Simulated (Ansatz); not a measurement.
Runs of Ansatz 0.2.0 on ZrSe2. Symmetry: P-3m1, No. 164, trigonal system. Conventional cell: a = 3.798 Å, b = 3.798 Å, c = 6.192 Å, α = 90.00°, β = 90.00°, γ = 120.00°. Around Zr (site symmetry -3m) lie 6 Se at 2.68 Å. Around Se (site symmetry 3m) lie 3 Zr at 2.68 Å. 

```csv
task,level,potentials or basis,k mesh,cutoff (eV),smearing,phonons,basis error allowed,gap on the mesh (eV),pressure (GPa),largest force (eV/Å)
single point,PBE,"all-electron LAPW, scalar-relativistic",5 × 5 × 3,216,fermi-dirac 0.04 eV,-,0.002 eV/atom,0.45,2.1,(c)
phonons,PBEsol,all-electron PAW datasets made for the crystal,8 × 8 × 5,360,fermi-dirac 0.05 eV,method dfpt,-,0.36,-,-
phonons,PBE,"all-electron LAPW, scalar-relativistic",8 × 8 × 5,233,fermi-dirac 0.05 eV,-,0.002 eV/atom,0.41,-,(b)
elastic constants,PBE,"all-electron LAPW, scalar-relativistic",6 × 6 × 4,233,fermi-dirac 0.05 eV,-,0.002 eV/atom,(a),0.8,-
```

Alike in all rows: no spin polarisation; cell as given.

Question: Estimate the missing entries.

Answer: (a) 0.30; (b) 0.28; (c) 0.26.

Caveats: this functional lacks dispersion, which binds the layers, so the pressure and a relaxed spacing across them are unreliable; an odd mesh through Γ misses points on the zone boundary, where band edges often lie (some runs); the program warned that the printed levels may be off, so bands, gaps and densities of states are rough (some runs).

A k mesh can miss the band edges, and the runs leave out spin-orbit coupling on Se, Zr.

The runs don't all hold the same shells in valence.
